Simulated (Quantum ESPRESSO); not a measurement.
# Ga in Quantum ESPRESSO: a series of runs, part 3 of 4

Quantum ESPRESSO 7.5.

## 4. Work function, PBE

File pw.in:

```
&CONTROL
  calculation = 'scf'
  prefix = 'pwscf'
  outdir = './tmp'
  pseudo_dir = './pseudo'
  tprnfor = .true.
  disk_io = 'low'
/
&SYSTEM
  ibrav = 0
  celldm(1) = 8
  nat = 5
  ntyp = 1
  ecutwfc = 40
  nbnd = 43
  occupations = 'smearing'
  smearing = 'fd'
  degauss = 0.00367493
/
&ELECTRONS
  conv_thr = 5d-09
  electron_maxstep = 150
  mixing_beta = 0.3
  mixing_mode = 'local-TF'
/
ATOMIC_SPECIES
Ga    69.7230 Ga.upf
CELL_PARAMETERS alat
  0.6632938697436   0.0000000000000   0.0000000000000
 -0.3316469348718   0.6222685942613  -0.0000000000000
  0.0000000000000   0.0000000000000   5.7881883849425
ATOMIC_POSITIONS crystal
Ga     0.2840509264    0.5681018529    0.3060747377
Ga     0.5681018529    0.1362037057    0.4030373689
Ga     0.8521527793    0.7043055586    0.5000000000
Ga     0.1362037057    0.2724074115    0.5969626311
Ga     0.4202546322    0.8405092644    0.6939252623
K_POINTS automatic
11 11 1 0 0 0
```

File pp_density.in:

```
&INPUTPP
  prefix = 'pwscf'
  outdir = './tmp'
  filplot = 'density.dat'
  plot_num = 0
/
&PLOT
  nfile = 1
  filepp(1) = 'density.dat'
  iflag = 3
  output_format = 6
  fileout = 'density.cube'
/
```

File pp_potential.in:

```
&INPUTPP
  prefix = 'pwscf'
  outdir = './tmp'
  filplot = 'potential.dat'
  plot_num = 11
/
&PLOT
  nfile = 1
  filepp(1) = 'potential.dat'
  iflag = 3
  output_format = 6
  fileout = 'potential.cube'
/
```

File pp_elf.in:

```
&INPUTPP
  prefix = 'pwscf'
  outdir = './tmp'
  filplot = 'elf.dat'
  plot_num = 8
/
&PLOT
  nfile = 1
  filepp(1) = 'elf.dat'
  iflag = 3
  output_format = 6
  fileout = 'elf.cube'
/
```

Potentials or basis: PseudoDojo 0.4.1 SR PBE standard.

On the command line:

```
$ OMP_NUM_THREADS=1 mpirun -n 2 pw.x -nk 2 -in pw.in > pw.out
$ OMP_NUM_THREADS=1 mpirun -n 1 pp.x -in pp_density.in > pp_density.out
$ OMP_NUM_THREADS=1 mpirun -n 1 pp.x -in pp_potential.in > pp_potential.out
$ OMP_NUM_THREADS=1 mpirun -n 1 pp.x -in pp_elf.in > pp_elf.out
```

pw.out:

```text
This program is part of the open-source Quantum ESPRESSO suite
     for quantum simulation of materials; please cite
         "P. Giannozzi et al., J. Phys.:Condens. Matter 21 395502 (2009);
         "P. Giannozzi et al., J. Phys.:Condens. Matter 29 465901 (2017);
         "P. Giannozzi et al., J. Chem. Phys. 152 154105 (2020);
     in publications or presentations arising from this work. More details at

     Message from routine setup:
     using ibrav=0 with symmetry is DISCOURAGED, use correct ibrav instead

     K-points division:     npool     =       2
     Subspace diagonalization in iterative solution of the eigenvalue problem:
     a serial algorithm will be used

     G-vector sticks info
     --------------------
     sticks:   dense  smooth     PW     G-vecs:    dense   smooth      PW
     Sum         339     339    109                41901    41901    7593

     Using Slab Decomposition

     bravais-lattice index     =            0
     lattice parameter (alat)  =       8.0000  a.u.
     unit-cell volume          =    1223.1972 (a.u.)^3
     number of atoms/cell      =            5
     number of atomic types    =            1
     number of electrons       =        65.00
     number of Kohn-Sham states=           43
     kinetic-energy cutoff     =      40.0000  Ry
     charge density cutoff     =     160.0000  Ry
     scf convergence threshold =      5.0E-09
     mixing beta               =       0.3000
     number of iterations used =            8  local-TF  mixing
     Exchange-correlation= PBE
                           (   1   4   3   4   0   0   0)

     celldm(1)=   8.000000  celldm(2)=   0.000000  celldm(3)=   0.000000
     celldm(4)=   0.000000  celldm(5)=   0.000000  celldm(6)=   0.000000

     crystal axes: (cart. coord. in units of alat)
               a(1) = (   0.663294   0.000000   0.000000 )
               a(2) = (  -0.331647   0.622269  -0.000000 )
               a(3) = (   0.000000   0.000000   5.788188 )

     reciprocal axes: (cart. coord. in units 2 pi/alat)
               b(1) = (  1.507627  0.803512 -0.000000 )
               b(2) = (  0.000000  1.607023  0.000000 )
               b(3) = ( -0.000000  0.000000  0.172766 )

     PseudoPot. # 1 for Ga read from file:
     Ga.upf
     Pseudo is Norm-conserving + core correction, Zval = 13.0
     Generated using ONCVPSP code by D. R. Hamann
     Using radial grid of 1902 points,  6 beta functions with:
                l(1) =   0
                l(2) =   0
                l(3) =   1
                l(4) =   1
                l(5) =   2
                l(6) =   2

     atomic species   valence    mass     pseudopotential
     Ga               13.00    69.72300     Ga( 1.00)

      2 Sym. Ops. (no inversion) found

   Cartesian axes

     site n.     atom                  positions (alat units)
         1        Ga     tau(   1) = (  -0.0000000   0.3535119   1.7716182  )
         2        Ga     tau(   2) = (   0.3316469   0.0847553   2.3328562  )
         3        Ga     tau(   3) = (   0.3316469   0.4382672   2.8940942  )
         4        Ga     tau(   4) = (  -0.0000000   0.1695106   3.4553322  )
         5        Ga     tau(   5) = (  -0.0000000   0.5230225   4.0165701  )

     number of k points=    36  Fermi-Dirac smearing, width (Ry)=  0.0037
                       cart. coord. in units 2pi/alat
        k(    1) = (   0.0000000   0.0000000   0.0000000), wk =   0.0165289
        k(    2) = (   0.0000000   0.1460930   0.0000000), wk =   0.0330579
        k(    3) = (   0.0000000   0.2921860   0.0000000), wk =   0.0330579
        k(    4) = (   0.0000000   0.4382790   0.0000000), wk =   0.0330579
        k(    5) = (   0.0000000   0.5843720   0.0000000), wk =   0.0330579
        k(    6) = (   0.0000000   0.7304650   0.0000000), wk =   0.0330579
[... 28 lines left out ...]
        k(   35) = (   0.6852852  -0.2191395   0.0000000), wk =   0.0661157
        k(   36) = (   0.6852852  -0.0730465   0.0000000), wk =   0.0661157

     Dense  grid:    41901 G-vectors     FFT dimensions: (  24,  24, 192)

     Initial potential from superposition of free atoms

     starting charge      64.9866, renormalised to      65.0000

     negative rho (up, down):  3.206E-02 0.000E+00
     Starting wfcs are   45 randomized atomic wfcs

     Self-consistent Calculation

     iteration #  1     ecut=    40.00 Ry     beta= 0.30
     Davidson diagonalization with overlap
     ethr =  1.00E-02,  avg # of iterations =  5.0

     negative rho (up, down):  1.984E-02 0.000E+00
[... 26 lines left out ...]
     total energy              =    -752.23546086 Ry
     estimated scf accuracy    <       0.01266386 Ry

     iteration #  5     ecut=    40.00 Ry     beta= 0.30
     Davidson diagonalization with overlap
     c_bands:  1 eigenvalues not converged
     ethr =  1.95E-05,  avg # of iterations =  5.0

     negative rho (up, down):  7.312E-05 0.000E+00

     total energy              =    -752.23565488 Ry
     estimated scf accuracy    <       0.00174042 Ry
[... 77 lines left out ...]
     iteration # 16     ecut=    40.00 Ry     beta= 0.30
     Davidson diagonalization with overlap
     ethr =  8.29E-12,  avg # of iterations =  2.0

     End of self-consistent calculation

          k = 0.0000 0.0000 0.0000 (  5283 PWs)   bands (ev):

   -13.0949 -12.9842 -12.9657 -12.9241 -12.8967 -12.8626 -12.8593 -12.8512
   -12.8152 -12.7909 -12.7907 -12.7711 -12.7477 -12.7375 -12.6755 -12.6133
   -12.5933 -12.5769 -12.5620 -12.4924 -12.3393 -12.1645 -12.0963 -12.0184
   -11.9375  -7.7934  -7.1150  -5.9755  -4.4161  -2.5823   0.3387   2.7155
     5.3066   6.9915   7.8455   7.9356   9.8755  10.0405  12.4138  12.6550
    12.9360  13.0384  13.9804
[... 309 lines left out ...]
   -12.9509 -12.9460 -12.9042 -12.8800 -12.8168 -12.8071 -12.6876 -12.6558
   -12.6021 -12.5309 -12.5073 -12.4487 -12.4300 -12.3875 -12.3622 -12.3477
   -12.2965 -12.2760 -12.2464 -12.2150 -12.1950 -12.1751 -12.1717 -12.1511
   -12.1177  -3.6575  -2.9892  -1.8865  -0.4084   1.2741   2.8048   3.3560
     4.1008   4.4714   4.7087   5.2084   6.2469   6.8127   6.9628   8.0087
     8.2326   8.7537   9.6763

     the Fermi energy is     3.6131 ev

!    total energy              =    -752.23568548 Ry
     estimated scf accuracy    <          3.8E-10 Ry
     smearing contrib. (-TS)   =      -0.00158342 Ry
     internal energy E=F+TS    =    -752.23410206 Ry

     The total energy is F=E-TS. E is the sum of the following terms:
     one-electron contribution =   -4459.70538558 Ry
     hartree contribution      =    2271.49735006 Ry
     xc contribution           =    -203.98899511 Ry
     ewald contribution        =    1639.96292857 Ry

     convergence has been achieved in  16 iterations

     Forces acting on atoms (cartesian axes, Ry/au):

     atom    1 type  1   force =     0.00000000    0.00031075   -0.00797088
     atom    2 type  1   force =     0.00000000    0.00022391    0.00224537
     atom    3 type  1   force =     0.00000000    0.00004655    0.00000599
     atom    4 type  1   force =     0.00000000   -0.00025753   -0.00226817
     atom    5 type  1   force =     0.00000000   -0.00032368    0.00798770

     Total force =     0.011741     Total SCF correction =     0.000057

=------------------------------------------------------------------------------=
   JOB DONE.
=------------------------------------------------------------------------------=
```

pp_potential.out:

```text
This program is part of the open-source Quantum ESPRESSO suite
     for quantum simulation of materials; please cite
         "P. Giannozzi et al., J. Phys.:Condens. Matter 21 395502 (2009);
         "P. Giannozzi et al., J. Phys.:Condens. Matter 29 465901 (2017);
         "P. Giannozzi et al., J. Chem. Phys. 152 154105 (2020);
     in publications or presentations arising from this work. More details at

     IMPORTANT: XC functional enforced from input :
     Exchange-correlation= PBE
                           (   1   4   3   4   0   0   0)
     Any further DFT definition will be discarded
     Please, verify this is what you really want

     G-vector sticks info
     --------------------
     sticks:   dense  smooth     PW     G-vecs:    dense   smooth      PW
     Sum         339     339    109                41901    41901    7593

     Using Slab Decomposition

     Calling punch_plot, plot_num =  11
     Writing data to file  potential.dat
     Reading data from file  potential.dat

     Writing data to be plotted to file potential.cube
     Plot Type: 3D                     Output format: Gaussian cube

=------------------------------------------------------------------------------=
   JOB DONE.
=------------------------------------------------------------------------------=
```

It took 99 s on 2 MPI ranks of Arm Neoverse V2, shared host; peak memory 0.32 GiB.

These settings aren't checked as converged: the numbers below hold their error.

What came out:

| Item | Value |
| --- | --- |
| Free energy | -10234.6879 eV |
| Largest force | 0.206 eV/Å |
| Band gap on the k mesh | none (metal or under the smearing width) |
| Work function of the upper face | 4.45 eV |
| Work function of the lower face | 4.45 eV |

Caveat: the cutoff lies well under what these potentials need, so the values aren't converged.

## 5. Work function, PBE

Edit pw.in of step 4 so:

```diff
@@ -13,3 +13,3 @@
   ntyp = 1
-  ecutwfc = 40
+  ecutwfc = 48
   nbnd = 43
```

pp_density.in is that of step 4.

pp_potential.in is that of step 4.

pp_elf.in is that of step 4.

Potentials or basis: PseudoDojo 0.4.1 SR PBE standard.

On the command line:

```
$ OMP_NUM_THREADS=1 mpirun -n 2 pw.x -nk 2 -in pw.in > pw.out
$ OMP_NUM_THREADS=1 mpirun -n 1 pp.x -in pp_density.in > pp_density.out
$ OMP_NUM_THREADS=1 mpirun -n 1 pp.x -in pp_potential.in > pp_potential.out
$ OMP_NUM_THREADS=1 mpirun -n 1 pp.x -in pp_elf.in > pp_elf.out
```

pw.out:

```text
This program is part of the open-source Quantum ESPRESSO suite
     for quantum simulation of materials; please cite
         "P. Giannozzi et al., J. Phys.:Condens. Matter 21 395502 (2009);
         "P. Giannozzi et al., J. Phys.:Condens. Matter 29 465901 (2017);
         "P. Giannozzi et al., J. Chem. Phys. 152 154105 (2020);
     in publications or presentations arising from this work. More details at

     Message from routine setup:
     using ibrav=0 with symmetry is DISCOURAGED, use correct ibrav instead

     K-points division:     npool     =       2
     Subspace diagonalization in iterative solution of the eigenvalue problem:
     a serial algorithm will be used

     G-vector sticks info
     --------------------
     sticks:   dense  smooth     PW     G-vecs:    dense   smooth      PW
     Sum         407     407    123                55071    55071    9605

     Using Slab Decomposition

     bravais-lattice index     =            0
[... 275 lines left out ...]
    12.9538  13.2162  14.1662
[... 309 lines left out ...]
   -11.9222 -11.9141 -11.9076 -11.8922 -11.8488 -11.8335 -11.8170 -11.7946
   -11.7769 -11.7583 -11.7377 -11.7278 -11.7253 -11.7084 -11.6936 -11.6845
   -11.6677 -11.6581 -11.6499 -11.6442 -11.6282 -11.6118 -11.6008 -11.5738
   -11.5621  -3.5737  -2.8973  -1.7862  -0.2947   1.4295   2.8513   3.4135
     4.1864   4.5261   4.8010   5.3382   6.2886   6.7945   6.9510   8.0355
     8.2596   8.8090   9.7393

     the Fermi energy is     3.6577 ev

!    total energy              =    -761.40211526 Ry
     estimated scf accuracy    <          2.4E-09 Ry
     smearing contrib. (-TS)   =      -0.00156158 Ry
     internal energy E=F+TS    =    -761.40055368 Ry

     The total energy is F=E-TS. E is the sum of the following terms:
     one-electron contribution =   -4476.75015411 Ry
     hartree contribution      =    2283.03128229 Ry
     xc contribution           =    -207.64461042 Ry
     ewald contribution        =    1639.96292856 Ry

     convergence has been achieved in  19 iterations

     Forces acting on atoms (cartesian axes, Ry/au):

     atom    1 type  1   force =     0.00000000   -0.00209878   -0.01000364
     atom    2 type  1   force =     0.00000000    0.00011263    0.00152184
     atom    3 type  1   force =     0.00000000   -0.00003462   -0.00000102
     atom    4 type  1   force =     0.00000000   -0.00010014   -0.00152487
     atom    5 type  1   force =     0.00000000    0.00212091    0.01000769

     Total force =     0.014622     Total SCF correction =     0.000099

=------------------------------------------------------------------------------=
   JOB DONE.
=------------------------------------------------------------------------------=
```

Run time: 2.3 min. Hardware: 2 MPI ranks of Arm Neoverse V2, shared host; peak memory 0.4 GiB.

These settings aren't checked as converged: the numbers below hold their error.

What came out:

* Free energy: -10359.4035 eV
* Largest force: 0.263 eV/Å
* Band gap on the k mesh: none (metal or under the smearing width)
* Work function of the upper face: 4.24 eV
* Work function of the lower face: 4.24 eV

Caveat: the cutoff lies well under what these potentials need, so the values aren't converged.

(Continued in part 4 of 4.)
